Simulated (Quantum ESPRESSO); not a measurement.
# MgS (Niningerite) (Fm-3m) in Quantum ESPRESSO: reference runs

How does MgS (Niningerite) come out in PBEsol? The cell is run as given and disturbed.

Program: Quantum ESPRESSO 7.5. These are calculated values, not measurements. Logs are shortened: lines on timing, memory, paths and dates and some standing lists are left out, and cuts for length are marked.

## Step 1: The crystal as given

It takes space group Fm-3m (No. 225, cubic). The conventional cell has a = 5.203 Å, b = 5.203 Å, c = 5.203 Å, α = 90.00°, β = 90.00°, γ = 90.00°. Around S (site symmetry m-3m) lie 6 Mg at 2.60 Å. Mg (site symmetry m-3m) has 6 S at 2.60 Å as nearest neighbours.

## Step 2: Single point, PBEsol

pw.in reads:

```
&CONTROL
  calculation = 'scf'
  prefix = 'pwscf'
  outdir = './tmp'
  pseudo_dir = './pseudo'
  tprnfor = .true.
  tstress = .true.
  disk_io = 'low'
/
&SYSTEM
  ibrav = 0
  nat = 2
  ntyp = 2
  ecutwfc = 45
  ecutrho = 360
  nbnd = 14
  occupations = 'smearing'
  smearing = 'fd'
  degauss = 0.00367493
/
&ELECTRONS
  conv_thr = 4d-10
  electron_maxstep = 120
  mixing_beta = 0.5
/
ATOMIC_SPECIES
S     32.0600 s_pbesol_v1.4.uspp.F.UPF
Mg    24.3050 mg_pbesol_v1.4.uspp.F.UPF
CELL_PARAMETERS angstrom
   0.0000000000    2.6016500000    2.6016500000
   2.6016500000    0.0000000000    2.6016500000
   2.6016500000    2.6016500000    0.0000000000
ATOMIC_POSITIONS crystal
S      0.5000000000    0.5000000000    0.5000000000
Mg     0.0000000000    0.0000000000    0.0000000000
K_POINTS automatic
9 9 9 0 0 0
```

pp_density.in reads:

```
&INPUTPP
  prefix = 'pwscf'
  outdir = './tmp'
  filplot = 'density.dat'
  plot_num = 0
/
&PLOT
  nfile = 1
  filepp(1) = 'density.dat'
  iflag = 3
  output_format = 6
  fileout = 'density.cube'
/
```

pp_potential.in reads:

```
&INPUTPP
  prefix = 'pwscf'
  outdir = './tmp'
  filplot = 'potential.dat'
  plot_num = 11
/
&PLOT
  nfile = 1
  filepp(1) = 'potential.dat'
  iflag = 3
  output_format = 6
  fileout = 'potential.cube'
/
```

Potentials or basis: GBRV 1.5 PBEsol.

Command:

```console
$ OMP_NUM_THREADS=1 mpirun -n 2 pw.x -nk 2 -in pw.in > pw.out
$ OMP_NUM_THREADS=1 mpirun -n 1 pp.x -in pp_density.in > pp_density.out
$ OMP_NUM_THREADS=1 mpirun -n 1 pp.x -in pp_potential.in > pp_potential.out
```

pw.out:

```text
This program is part of the open-source Quantum ESPRESSO suite
     for quantum simulation of materials; please cite
[... 6 lines left out ...]
     using ibrav=0 with symmetry is DISCOURAGED, use correct ibrav instead

     K-points division:     npool     =       2
     Subspace diagonalization in iterative solution of the eigenvalue problem:
     a serial algorithm will be used

     G-vector sticks info
     --------------------
     sticks:   dense  smooth     PW     G-vecs:    dense   smooth      PW
     Sum        1189     595    187                27317     9721    1687

     Using Slab Decomposition

     bravais-lattice index     =            0
     lattice parameter (alat)  =       6.9528  a.u.
     unit-cell volume          =     237.6694 (a.u.)^3
     number of atoms/cell      =            2
     number of atomic types    =            2
     number of electrons       =        16.00
     number of Kohn-Sham states=           14
     kinetic-energy cutoff     =      45.0000  Ry
     charge density cutoff     =     360.0000  Ry
     scf convergence threshold =      4.0E-10
     mixing beta               =       0.5000
     number of iterations used =            8  plain     mixing
     Exchange-correlation= SLA  PW   PSX  PSC
                           (   1   4  10   8   0   0   0)

     celldm(1)=   6.952848  celldm(2)=   0.000000  celldm(3)=   0.000000
     celldm(4)=   0.000000  celldm(5)=   0.000000  celldm(6)=   0.000000

     crystal axes: (cart. coord. in units of alat)
               a(1) = (   0.000000   0.707107   0.707107 )
               a(2) = (   0.707107   0.000000   0.707107 )
               a(3) = (   0.707107   0.707107   0.000000 )

     reciprocal axes: (cart. coord. in units 2 pi/alat)
               b(1) = ( -0.707107  0.707107  0.707107 )
               b(2) = (  0.707107 -0.707107  0.707107 )
               b(3) = (  0.707107  0.707107 -0.707107 )

     PseudoPot. # 1 for S  read from file:
     s_pbesol_v1.4.uspp.F.UPF
     Pseudo is Ultrasoft + core correction, Zval =  6.0
     Generated by new atomic code, or converted to UPF format
     Using radial grid of  907 points,  6 beta functions with:
                l(1) =   0
                l(2) =   0
                l(3) =   1
                l(4) =   1
                l(5) =   2
                l(6) =   2
     Q(r) pseudized with  8 coefficients,  rinner =    1.300   1.300   1.300
                                                       1.300   1.300

     PseudoPot. # 2 for Mg read from file:
     mg_pbesol_v1.4.uspp.F.UPF
     Pseudo is Ultrasoft, Zval = 10.0
     Generated by new atomic code, or converted to UPF format
     Using radial grid of  821 points,  7 beta functions with:
                l(1) =   0
                l(2) =   0
                l(3) =   0
                l(4) =   1
                l(5) =   1
                l(6) =   2
                l(7) =   2
     Q(r) pseudized with  8 coefficients,  rinner =    1.200   1.200   1.200
                                                       1.200   1.200

     atomic species   valence    mass     pseudopotential
     S                 6.00    32.06000     S ( 1.00)
     Mg               10.00    24.30500     Mg( 1.00)

     48 Sym. Ops., with inversion, found

   Cartesian axes

     site n.     atom                  positions (alat units)
         1        S      tau(   1) = (   0.7071068   0.7071068   0.7071068  )
         2        Mg     tau(   2) = (   0.0000000   0.0000000   0.0000000  )

     number of k points=    35  Fermi-Dirac smearing, width (Ry)=  0.0037
                       cart. coord. in units 2pi/alat
        k(    1) = (   0.0000000   0.0000000   0.0000000), wk =   0.0027435
        k(    2) = (   0.0785674   0.0785674  -0.0785674), wk =   0.0219479
        k(    3) = (   0.1571348   0.1571348  -0.1571348), wk =   0.0219479
        k(    4) = (   0.2357023   0.2357023  -0.2357023), wk =   0.0219479
        k(    5) = (   0.3142697   0.3142697  -0.3142697), wk =   0.0219479
        k(    6) = (   0.1571348   0.0000000  -0.0000000), wk =   0.0164609
[... 27 lines left out ...]
        k(   34) = (  -0.0000000  -0.4714045   0.6285394), wk =   0.0658436
        k(   35) = (  -0.0785674  -0.3928371   0.7071068), wk =   0.0658436

     Dense  grid:    27317 G-vectors     FFT dimensions: (  45,  45,  45)

     Smooth grid:     9721 G-vectors     FFT dimensions: (  30,  30,  30)

     Initial potential from superposition of free atoms

     starting charge      15.6997, renormalised to      16.0000
     Starting wfcs are    9 randomized atomic wfcs +    5 random wfcs

     Self-consistent Calculation

     iteration #  1     ecut=    45.00 Ry     beta= 0.50
     Davidson diagonalization with overlap
     ethr =  1.00E-02,  avg # of iterations =  7.7

     Threshold (ethr) on eigenvalues was too large:
     Diagonalizing with lowered threshold

     Davidson diagonalization with overlap
     ethr =  9.77E-04,  avg # of iterations =  1.0

     total energy              =    -149.32235116 Ry
     estimated scf accuracy    <       0.15546689 Ry

     iteration #  2     ecut=    45.00 Ry     beta= 0.50
     Davidson diagonalization with overlap
     ethr =  9.72E-04,  avg # of iterations =  1.9

     total energy              =    -149.34598228 Ry
     estimated scf accuracy    <       0.00796784 Ry

     iteration #  3     ecut=    45.00 Ry     beta= 0.50
     Davidson diagonalization with overlap
     ethr =  4.98E-05,  avg # of iterations =  4.0

     total energy              =    -149.34604958 Ry
     estimated scf accuracy    <       0.00127431 Ry
[... 19 lines left out ...]
     total energy              =    -149.34613635 Ry
     estimated scf accuracy    <       0.00000010 Ry

     iteration #  7     ecut=    45.00 Ry     beta= 0.50
     Davidson diagonalization with overlap
     ethr =  5.98E-10,  avg # of iterations =  2.2

     total energy              =    -149.34613636 Ry
     estimated scf accuracy    <          9.9E-09 Ry

     iteration #  8     ecut=    45.00 Ry     beta= 0.50
     Davidson diagonalization with overlap
     ethr =  6.19E-11,  avg # of iterations =  2.2

     End of self-consistent calculation

          k = 0.0000 0.0000 0.0000 (  1243 PWs)   bands (ev):

   -68.1828 -35.1390 -35.1390 -35.1390  -6.4988   6.1801   6.1801   6.1801
     9.7733  13.9939  13.9939  13.9939  16.3934  16.3934

          k = 0.0786 0.0786-0.0786 (  1224 PWs)   bands (ev):

   -68.1828 -35.1398 -35.1391 -35.1391  -6.3770   5.2973   6.0974   6.0974
    10.4642  13.7025  14.2102  14.2102  15.8447  15.8447

          k = 0.1571 0.1571-0.1571 (  1221 PWs)   bands (ev):

   -68.1827 -35.1418 -35.1394 -35.1394  -6.0390   3.7236   5.9058   5.9058
    11.0222  14.0481  14.0481  14.0695  16.0309  16.0309

          k = 0.2357 0.2357-0.2357 (  1218 PWs)   bands (ev):

   -68.1826 -35.1440 -35.1397 -35.1397  -5.5836   2.2926   5.7123   5.7123
    10.8168  13.4105  13.4105  15.4473  17.5370  17.5370
[... 143 lines left out ...]
   -68.1824 -35.1445 -35.1418 -35.1414  -4.8373   2.1804   4.0432   4.2478
     9.8331  11.3656  15.9726  17.1494  19.2323  20.9941

          k =-0.0000-0.4714 0.6285 (  1207 PWs)   bands (ev):

   -68.1824 -35.1440 -35.1427 -35.1413  -4.7740   2.4276   3.2025   4.3179
    10.4165  12.5503  15.2734  15.8020  19.0878  20.3010

          k =-0.0786-0.3928 0.7071 (  1210 PWs)   bands (ev):

   -68.1824 -35.1436 -35.1429 -35.1414  -4.7877   2.5898   3.1617   4.0381
    11.3079  13.4232  13.7562  15.1844  19.6764  19.9387

     the Fermi energy is     7.4332 ev

!    total energy              =    -149.34613637 Ry
     estimated scf accuracy    <          6.4E-11 Ry
     smearing contrib. (-TS)   =      -0.00000000 Ry
     internal energy E=F+TS    =    -149.34613637 Ry

     The total energy is F=E-TS. E is the sum of the following terms:
     one-electron contribution =     -98.58173491 Ry
     hartree contribution      =      51.05610622 Ry
     xc contribution           =     -25.10703115 Ry
     ewald contribution        =     -76.71347653 Ry

     convergence has been achieved in   8 iterations

     Forces acting on atoms (cartesian axes, Ry/au):

     atom    1 type  1   force =     0.00000000    0.00000000    0.00000000
     atom    2 type  2   force =    -0.00000000    0.00000000    0.00000000

     Total force =     0.000000     Total SCF correction =     0.000000

     Computing stress (Cartesian axis) and pressure

          total   stress  (Ry/bohr**3)                   (kbar)     P=      -10.62
  -0.00007216  -0.00000000  -0.00000000          -10.62       -0.00       -0.00
  -0.00000000  -0.00007216  -0.00000000           -0.00      -10.62       -0.00
  -0.00000000  -0.00000000  -0.00007216           -0.00       -0.00      -10.62

=------------------------------------------------------------------------------=
   JOB DONE.
=------------------------------------------------------------------------------=
```

pp_density.out:

```text
This program is part of the open-source Quantum ESPRESSO suite
     for quantum simulation of materials; please cite
         "P. Giannozzi et al., J. Phys.:Condens. Matter 21 395502 (2009);
         "P. Giannozzi et al., J. Phys.:Condens. Matter 29 465901 (2017);
         "P. Giannozzi et al., J. Chem. Phys. 152 154105 (2020);
     in publications or presentations arising from this work. More details at

     IMPORTANT: XC functional enforced from input :
     Exchange-correlation= PBESOL
                           (   1   4  10   8   0   0   0)
     Any further DFT definition will be discarded
     Please, verify this is what you really want

     G-vector sticks info
     --------------------
     sticks:   dense  smooth     PW     G-vecs:    dense   smooth      PW
     Sum        1189     595    187                27317     9721    1687

     Using Slab Decomposition

     Calling punch_plot, plot_num =   0
     Writing data to file  density.dat
     Reading data from file  density.dat

     Writing data to be plotted to file density.cube
     Plot Type: 3D                     Output format: Gaussian cube

=------------------------------------------------------------------------------=
   JOB DONE.
=------------------------------------------------------------------------------=
```

Run time: 10 s. Hardware: 2 MPI ranks of Arm Neoverse V2, shared host; peak memory 0.2 GiB.

Results:

```yaml
Free_energy: -2031.9577 eV
Pressure: -1.1 GPa
Band_gap_on_the_k_mesh: 2.84 eV, indirect (least direct gap 3.59 eV)
```

Levels at points of the mesh, in eV from the valence-band top:
| k point | band 5 | band 6 | band 7 | band 8 | band 9 | band 10 | band 11 | band 12 |
| --- | --- | --- | --- | --- | --- | --- | --- | --- |
| (0.00, 0.00, 0.00) | -12.68 | 0.00 | 0.00 | 0.00 | 3.59 | 7.81 | 7.81 | 7.81 |

Caveat: an odd mesh through Γ misses points on the zone boundary, where band edges often lie.

## Step 3: Single point, PBEsol (atoms moved at random, drawn with an rms of 0.05 Å)

pw.in, as its differences from that of step 2:

```diff
@@ -7,3 +7,3 @@
   tstress = .true.
-  disk_io = 'low'
+  disk_io = 'nowf'
 /
@@ -33,4 +33,4 @@
 ATOMIC_POSITIONS crystal
-S      0.5000000000    0.5000000000    0.5000000000
-Mg     0.0000000000    0.0000000000    0.0000000000
+S      0.4992310000    0.5036530000    0.5096220000
+Mg     0.0147500000   -0.0082040000   -0.0116660000
 K_POINTS automatic
```

Potentials or basis: GBRV 1.5 PBEsol.

Command:

```console
$ OMP_NUM_THREADS=1 mpirun -n 2 pw.x -nk 2 -in pw.in > pw.out
```

Wall time 46 s (2 MPI ranks of Arm Neoverse V2, shared host); peak memory 0.3 GiB.

Results (log left out):

| Property | Result |
| --- | --- |
| Free energy | -2031.9467 eV |
| Pressure | -0.8 GPa |
| Largest force | 0.255 eV/Å |
| Band gap on the k mesh | 2.84 eV, indirect (least direct gap 3.59 eV) |

Forces in eV/Å, atoms in the order of the input:
```
S   -0.250 -0.041  0.026
Mg   0.250  0.041 -0.026
```

Stress tensor (GPa, compression positive):
```
-0.21 -0.02  0.01
-0.02 -1.09  0.00
 0.01  0.00 -1.11
```

Levels at points of the mesh, in eV from the valence-band top:
```
           k point  band 5  band 6  band 7  band 8  band 9  band 10  band 11  band 12
(0.00, 0.00, 0.00)  -12.68   -0.01    0.00    0.00    3.59     7.81     7.81     7.82
```

Caveat: an odd mesh through Γ misses points on the zone boundary, where band edges often lie.
